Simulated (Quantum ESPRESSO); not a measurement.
Here is a Quantum ESPRESSO 7.5 calculation.

The input run.py:

```python
import numpy as np
from ase.calculators.espresso import Espresso, EspressoProfile
from ase.io import read

atoms = read('Pb.xyz')

input_data = {
    'control': {'calculation': 'scf', 'prefix': 'pwscf', 'outdir': './tmp', 'tprnfor': True, 'tstress': True, 'disk_io': 'low'},
    'system': {'ecutwfc': 45.0, 'ecutrho': 360.0, 'nbnd': 13, 'occupations': 'smearing', 'smearing': 'fd', 'degauss': 0.00367493},
    'electrons': {'conv_thr': 2e-10, 'electron_maxstep': 120, 'mixing_beta': 0.5},
}
pseudopotentials = {'Pb': 'pb_pbesol_v1.uspp.F.UPF'}
profile = EspressoProfile(command='mpirun -n 2 pw.x -nk 2', pseudo_dir='pseudo')
dft = Espresso(profile=profile, input_data=input_data, pseudopotentials=pseudopotentials, kpts=(9, 9, 9), koffset=(0, 0, 0))
from ase.calculators.mixing import SumCalculator
from dftd4.ase import DFTD4
d4 = DFTD4(method='pbesol')
atoms.calc = SumCalculator([dft, d4])

from ase.optimize import LBFGS
from ase.filters import FrechetCellFilter
done = LBFGS(FrechetCellFilter(atoms), trajectory='opt.traj').run(fmax=0.02, steps=30)
print('converged', done)
print('cell (A)', np.round(atoms.cell.cellpar(), 5))
print(f'energy {atoms.get_potential_energy():.8f} eV')
print('forces (eV/A)')
print(np.round(atoms.get_forces(), 6))
print('stress (eV/A^3, Voigt)')
print(np.round(atoms.get_stress(), 8))
print(f'Fermi level {dft.get_fermi_level():.4f} eV')
print(f'D4 part {d4.get_potential_energy(atoms):.8f} eV')
atoms.write('final.traj')
```

File Pb.xyz:

```xyz
1
Lattice="0.0000000000 2.4750200000 2.4750200000 2.4750200000 0.0000000000 2.4750200000 2.4750200000 2.4750200000 0.0000000000" Properties=species:S:1:pos:R:3 pbc="T T T"
Pb     0.0000000000      0.0000000000      0.0000000000
```

Potentials or basis: GBRV 1.5 PBEsol.

Launch:

```console
$ OMP_NUM_THREADS=1 python run.py
```

Problem. Predict the dispersion energy per atom.

Solution. -0.265 eV.

Problem. Predict the relaxed cell.

Solution. a = 3.447 Å, b = 3.447 Å, c = 3.447 Å, α = 60.00°, β = 60.00°, γ = 60.00°.

Step by step:
| step | energy change (eV) | largest force (eV/Å) | pressure (GPa) | volume (Å³) |
| --- | --- | --- | --- | --- |
| 1 | 0.0000 | 0.0000 | -2.14 | 30.32 |
| 2 | -0.0055 | 0.0000 | -1.36 | 29.80 |
| 3 | -0.0083 | 0.0000 | 0.11 | 28.96 |

Caveat: pairwise dispersion overbinds metals, which lowers pressure and volume. The run has no spin-orbit coupling, so splittings on Pb are missing.

The cell as given is a measured one (30.32 Å³/atom); PBEsol+D4 puts the equilibrium volume -4.5 % from it, thermal expansion not counted.
